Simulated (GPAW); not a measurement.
Al:

```
Al
1.0
     2.81246    0.00000    0.00000
    -1.40623    2.43566    0.00000
     0.00000    0.00000    4.86685
Al
2
Cartesian
  0.0000 1.6238 1.2167
  1.4062 0.8119 3.6501
```

This isn't the form of Al at room conditions, which is fcc.

Base run:

```yaml
Program: GPAW 26.7.0
Functional: PBEsol
Potentials_or_basis: PAW data sets generated in the run's folder for this functional
Cutoff: 600 eV
Basis: pw
k_mesh: 11 × 11 × 6
Occupations: fermi-dirac, width 0.05 eV
Spin: no spin polarisation
```

Its results: pressure -1.2 GPa.

Problem. The run is repeated on the same cell with these changes: functional from PBEsol to LDA; potentials or basis from PAW data sets generated in the run's folder for this functional to the program's PAW data sets (release 1.2.1) made for this functional. What comes out?

Solution. Pressure -2.9 GPa.

Not every run made on this cell is shown here.
